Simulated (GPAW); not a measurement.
# InP (F-43m) in GPAW: settings compared, part 3 of 3

GPAW 26.7.0.

## Step 6: G0W0 quasiparticle levels, PBEsol

run.py reads:

```python
import json
import numpy as np
from ase import Atoms
from ase.dft.bandgap import bandgap
from ase.io import write
from gpaw import GPAW, PW, setup_paths
from gpaw.response.g0w0 import G0W0

setup_paths.insert(0, '.')

atoms = Atoms(['In', 'P'],
              cell=[[0.0, 2.9305, 2.9305],
                    [2.9305, 0.0, 2.9305],
                    [2.9305, 2.9305, 0.0]],
              scaled_positions=[[0.0, 0.0, 0.0],
                                [0.75, 0.75, 0.75]],
              pbc=True)

calc = GPAW(mode=PW(400),
            xc='PBEsol',
            kpts={'size': (3, 3, 3), 'gamma': True},
            occupations={'name': 'fermi-dirac', 'width': 0.001},
            nbands=18,
            convergence={'density': 1e-06},
            maxiter=150,
            txt='gpaw.txt')
atoms.calc = calc
energy = atoms.get_potential_energy()
calc.write('gs.gpw')
write('result.traj', atoms)
print(f'Energy: {energy:.6f} eV')
print('Fermi level:', round(calc.get_fermi_level(), 4), 'eV')
print(f'Gap: {bandgap(calc)[0]:.4f} eV, direct: {bandgap(calc, direct=True)[0]:.4f} eV')

calc.diagonalize_full_hamiltonian(nbands=213)
calc.write('full.gpw', mode='all')

ibz = calc.get_ibz_k_points()
gap, vbm, cbm = bandgap(calc, output=None)
gap, direct, _ = bandgap(calc, direct=True, output=None)
gamma = int(np.abs(ibz).sum(1).argmin())
kpts = sorted({gamma, vbm[1], cbm[1], direct[1]})
gw = G0W0(calc='full.gpw',
          filename='gw',
          ecut=150,
          ecut_extrapolation=False,
          relbands=(-4, 4),
          kpts=kpts,
          integrate_gamma='reciprocal',
          nbands=209,
          ppa=True,
          xc='rALDA',
          fxc_mode='GWP',
          do_GW_too=True)
gw.calculate()
results = {mode: {key: np.asarray(r[key]).tolist() for key in ['f', 'eps', 'vxc', 'exx', 'sigma', 'Z', 'qp', 'sigma_eskn']}
           for mode, r in gw.all_results.items()}
json.dump({'kpts': ibz[kpts].tolist(), 'results': results}, open('gw.json', 'w'))
for mode, r in results.items():
    f, qp = np.array(r['f']), np.array(r['qp'])
    print(mode, 'quasiparticle energies (eV):')
    print(qp.round(3))
    print(mode, 'gap:', round(qp[f < 0.5].min() - qp[f > 0.5].max(), 4), 'eV')
```

Potentials or basis: PAW data sets generated in the run's folder for this functional, pw.

Started as:

```
gpaw-setup -x -f PBEsol In P
OMP_NUM_THREADS=1 python run.py
```

gpaw.txt:

```text
__  _  _
 | _ |_)|_||  |
 |__||  | ||/\| - 26.7.0

Input parameters:
  mode=PW(ecut=400.0),
  convergence={'density': 1e-06},
  kpts=MonkhorstPack(size=(3, 3, 3), gamma=True),
  maxiter=150,
  nbands=18,
  occupations=Occupations(name='fermi-dirac', width=0.001),
  xc=XC(name='PBEsol')

Diagonalizing LCAO Hamiltonian
Converting LCAO to pw mode

                     P

       In

Atoms  # Å, Bohr magnetons
|   | symbol |        x |        y |        z |    initial magnetic moments |
|---|--------|----------|----------|----------|-----------------------------|
| 0 |     In | 0.000000 | 0.000000 | 0.000000 | ( 0.0000,  0.0000,  0.0000) |
| 1 |      P | 4.395750 | 4.395750 | 4.395750 | ( 0.0000,  0.0000,  0.0000) |

Unit cell  # Å
| periodic |        x |        y |        z |  lengths |    angles |
|----------|----------|----------|----------|----------|-----------|
|      yes | 0.000000 | 2.930500 | 2.930500 | 4.144353 | 60.000000 |
|      yes | 2.930500 | 0.000000 | 2.930500 | 4.144353 | 60.000000 |
|      yes | 2.930500 | 2.930500 | 0.000000 | 4.144353 | 60.000000 |

Number of symmetries: 24
Symmetry operations  # r_c * U_cc + t_c -> r_c
|    | kind |            matrix            |
|----|------|------------------------------|
|  0 |  E   |  1, 0, 0,  0, 1, 0,  0, 0, 1 |
|  1 |  σ   |  1, 0, 0,  0, 0, 1,  0, 1, 0 |
|  2 |  σ   |  1, 0,-1,  0, 1,-1,  0, 0,-1 |
|  3 |  C3  |  1, 0,-1,  0, 0,-1,  0, 1,-1 |
|  4 |  C3  |  1,-1, 0,  0,-1, 1,  0,-1, 0 |
|  5 |  σ   |  1,-1, 0,  0,-1, 0,  0,-1, 1 |
|  6 |  σ   |  0, 1, 0,  1, 0, 0,  0, 0, 1 |
|  7 |  C3  |  0, 1, 0,  0, 0, 1,  1, 0, 0 |
|  8 |  C2  |  0, 1,-1,  1, 0,-1,  0, 0,-1 |
|  9 |  S4  |  0, 1,-1,  0, 0,-1,  1, 0,-1 |
| 10 |  C3  |  0, 0, 1,  1, 0, 0,  0, 1, 0 |
| 11 |  σ   |  0, 0, 1,  0, 1, 0,  1, 0, 0 |
| 12 |  S4  |  0, 0,-1,  1, 0,-1,  0, 1,-1 |
| 13 |  C3  |  0, 0,-1,  0, 1,-1,  1, 0,-1 |
| 14 |  S4  |  0,-1, 1,  1,-1, 0,  0,-1, 0 |
| 15 |  C2  |  0,-1, 1,  0,-1, 0,  1,-1, 0 |
| 16 |  C3  |  0,-1, 0,  1,-1, 0,  0,-1, 1 |
| 17 |  S4  |  0,-1, 0,  0,-1, 1,  1,-1, 0 |
| 18 |  S4  | -1, 1, 0, -1, 0, 1, -1, 0, 0 |
| 19 |  C3  | -1, 1, 0, -1, 0, 0, -1, 0, 1 |
| 20 |  C3  | -1, 0, 1, -1, 1, 0, -1, 0, 0 |
| 21 |  S4  | -1, 0, 1, -1, 0, 0, -1, 1, 0 |
| 22 |  σ   | -1, 0, 0, -1, 1, 0, -1, 0, 1 |
| 23 |  C2  | -1, 0, 0, -1, 0, 1, -1, 1, 0 |

BZ-sampling:
  Number of BZ points: 27
  Number of IBZ points: 4

  Monkhorst-Pack size: [3, 3, 3]
  Monkhorst-Pack shift: [0, 0, 0]

K-points  # in reciprocal-cell coordinates
|   |                                coordinates |     weight |
|---|--------------------------------------------|------------|
| 0 | (  0.00000000,   0.00000000,   0.00000000) | 0.03703704 |
| 1 | (  0.33333333,   0.33333333,  -0.33333333) | 0.44444444 |
| 2 | (  0.33333333,   0.33333333,   0.00000000) | 0.22222222 |
| 3 | (  0.33333333,   0.33333333,   0.33333333) | 0.29629630 |

Plane wave coefficients: 941
Cutoff: 400.0 eV

Spin-components: 1 (collinear spins)
Bands:           18
Projectors:      11
Spin-degeneracy: 2
Datatype:        complex128

Parallelization:
  kpt:    1
  domain: 1
  band:   1

Density:
  Valence electrons: 18.0
  Components: 1
  Grid points: [20 20 20]
  Charge: 0.0  # |e|

Potential:
  Grid points: [20 20 20]

species:
  In:
    name:    Indium
    Z:       49.0
    valence: 13
    core:    36
    charge:  0.0  # [|e|]
    compensation charges:
      type: gauss
      rc: 0.36  # [Å]
      lmax: 2
    cutoffs:
      filter: 2.09  # [Å]
      core: 2.48  # [Å]
    projectors
    | kind |    occ | energy [eV] | rcut [Å] |
    |------|--------|-------------|----------|
    |   5s |  2.000 |      -8.248 |    1.185 |
    |   5p |  1.000 |      -2.521 |    1.244 |
    |   4d | 10.000 |     -18.596 |    1.148 |
    |    s |        |      18.964 |    1.185 |
    |    p |        |      24.691 |    1.244 |
    |    d |        |       8.615 |    1.148 |

    Using partial waves for In as LCAO basis

  P:
    name:    Phosphorus
    Z:       15.0
    valence: 5
    core:    10
    charge:  0.0  # [|e|]
    compensation charges:
      type: gauss
      rc: 0.30  # [Å]
      lmax: 2
    cutoffs:
      filter: 1.69  # [Å]
      core: 1.81  # [Å]
    projectors
    | kind |    occ | energy [eV] | rcut [Å] |
    |------|--------|-------------|----------|
    |   3s |  2.000 |     -13.916 |    0.953 |
    |   3p |  3.000 |      -5.479 |    0.953 |
    |    s |        |      13.296 |    0.953 |
    |    p |        |      21.732 |    0.953 |
    |    d |        |       0.000 |    0.953 |

    Using partial waves for P as LCAO basis

Reference energy: -169189.500966  # eV

eigensolver:
  PPCG
  Converge bands: occupied
  niter=2

density mixing:
  MSR1-Mixer
  Pratt-step length: 0.05
  Maximum mixing coefficient: 0.75
  Old densities: 10
  SVD Regularization: 0.005
  Good broyden scale: 1.0
  Trust region scale: 1.0
  Backstep threshold: 4.0
  History deletion threshold: 6.0
  Fourier metric: weight=20.0, sigma=0.015

occupation numbers:
  Fermi-Dirac:
    width: 0.0010  # eV

poisson solver:
  ecut: 3200.0  # eV

xc functional:
  name: PBEsol with 2 nearest neighbor stencil

convergence criteria:
- Maximum integral of absolute [dens]ity change: 1e-06 electrons / valence electron
- Maximum [total energy] change in last 3 cyles: 0.0005 eV / valence electron
- Maximum integral of absolute [eigenst]ate change: 4e-08 eV^2 / valence electron
maximum number of iterations: 150

SCF iterations
|iter     | |      energy | eigst |  dens |
|---------|-|-------------|-------|-------|
|iter:   1| |   -9.267014 | -0.43 |       |
|iter:   2| |   -9.174576 | -2.32 | -1.08 |
|iter:   3| |   -8.818904 | -1.75 | -1.12 |
|iter:   4| |   -8.816070 | -3.29 | -1.73 |
|iter:   5| |   -8.815802c| -4.07 | -2.26 |
|iter:   6| |   -8.815839c| -5.42 | -3.02 |
|iter:   7| |   -8.815843c| -6.48 | -3.57 |
|iter:   8| |   -8.815843c| -8.10c| -4.58 |
|iter:   9| |   -8.815843c| -8.40c| -5.29 |
|iter:  10| |   -8.815843c| -9.09c| -5.81 |
|iter:  11| |   -8.815843c| -9.61c| -6.68c|

Converged in 11 steps
Energy contributions relative to reference atoms: (reference = -169189.500966)

Energy contributions:
  Kinetic:          22.483978
  Coulomb:         -20.193052
  Zero:              0.301448
  External:          0.000000
  Xc:              -11.408216
  Entropy:          -0.000000
  Spinorbit:         0.000000
  ----------------------------
  Free energy:      -8.815843
  Extrapolated:     -8.815843

dipole moment: (-16.961419, -16.961419, -16.961419)  # |e|*Ang

Fermi level: 4.978
Eigenvalues  # (at kpt = [0.000, 0.000, 0.000])
| band index |      eig [eV] | occ [0-2] |
|------------|---------------|-----------|
|          0 |        -9.246 |     2.000 |
|          1 |        -9.246 |     2.000 |
|          2 |        -9.246 |     2.000 |
|          3 |        -9.096 |     2.000 |
|          4 |        -9.096 |     2.000 |
|          5 |        -6.623 |     2.000 |
[... 10 lines left out ...]
|         16 |        15.909 |     0.000 |
|         17 |        15.909 |     0.000 |

Gap: 0.564 eV
Transition (v -> c):
  (s=0, k=0, n=8, [0.00, 0.00, 0.00]) -> (s=0, k=0, n=9, [0.00, 0.00, 0.00])
No difference between direct/indirect transitions
# Writing to gs.gpw (mode='')

Matrix size: 941x941
# Writing to full.gpw (mode='all')
```

Wall time 4.5 min (1 thread of Arm Neoverse V1, shared host); peak memory 0.93 GiB.

The run converged, but some of its settings lie outside the range that counts as converged, so its numbers aren't taken as properties of the crystal.

What came out:

```yaml
Free_energy: -8.8158 eV
Band_gap_on_the_k_mesh_mean-field_level: 0.56 eV, direct
Quasiparticle_gap: 1.59 eV
Least_direct_quasiparticle_gap: 1.59 eV
```

Caveat: the k mesh is coarse (spacing up to 0.62 Å⁻¹), so the values aren't converged; the quasiparticle gap is taken among the few k points that were corrected; on this mesh the treatment of q = 0 moves the result by about a tenth of an eV; the k mesh is too small for a converged quasiparticle gap; the long-wavelength limit can be off by a per cent or two; spin-orbit coupling is left out, which moves the levels of the heavy elements.

## Step 7: The runs side by side

```tsv
level	potentials or basis	spin	k mesh	band points	spin axis theta (degrees)	spin axis phi (degrees)	soc after scf	eigensolver	gap on the mesh (eV)	pressure (GPa)
PBEsol	PAW data sets generated in the run's folder for this functional, pw	SOC, no magnetisation	6 × 6 × 6	80	90	0	second variation	-	0.58	0.4
RPBE	the program's PAW data sets (release 1.2.1) made for this functional, pw	off	8 × 8 × 8	60	-	-	-	-	0.85	4.9
revPBE	the program's PAW data sets (release 1.2.1) made for this functional, pw	off	8 × 8 × 8	80	-	-	-	-	0.81	4.4
BLYP	PAW data sets generated in the run's folder for this functional, pw	off	8 × 8 × 8	60	-	-	-	davidson	0.60	6.4
```

Alike in all rows: task band structure; cell as given; cutoff (eV) 600; smearing fermi-dirac 0.05 eV.

Caveats: spin-orbit coupling is left out, which moves the levels of the heavy elements (some runs); spin-orbit coupling was added after a scalar SCF, so levels and gaps hold it while energy, forces, pressure and moments don't (some runs); this program's spin-orbit splittings come out too wide for heavy elements (some runs).

Absolute energies hang on the potentials; compare differences alone.

## Step 8: Against experiment

Step 2. A measured gap of InP is 1.4236 eV (direct; 1.6 K; a printed reference work, data compilation); the calculated 0.58 eV misses it by -0.85 eV. The value is that of PBEsol, without temperature or zero-point motion. Semilocal functionals fall short of measured gaps as a rule.

Step 3. A measured gap of InP is 1.4236 eV (direct; 1.6 K; a printed reference work, data compilation); the calculated 0.85 eV misses it by -0.58 eV. Spin-orbit coupling on In is left out. The value is that of RPBE, without temperature or zero-point motion. Semilocal functionals fall short of measured gaps as a rule.

Step 4. Measured gap of InP: 1.4236 eV (direct; 1.6 K; a printed reference work, data compilation). This calculation gives 0.81 eV (-0.61 eV). Spin-orbit coupling on In is left out. The value is that of revPBE, without temperature or zero-point motion. Semilocal functionals fall short of measured gaps as a rule.

Step 5. Measured gap of InP: 1.4236 eV (direct; 1.6 K; a printed reference work, data compilation). This calculation gives 0.60 eV (-0.83 eV). Spin-orbit coupling on In is left out. The value is that of BLYP, without temperature or zero-point motion. Semilocal functionals fall short of measured gaps as a rule.
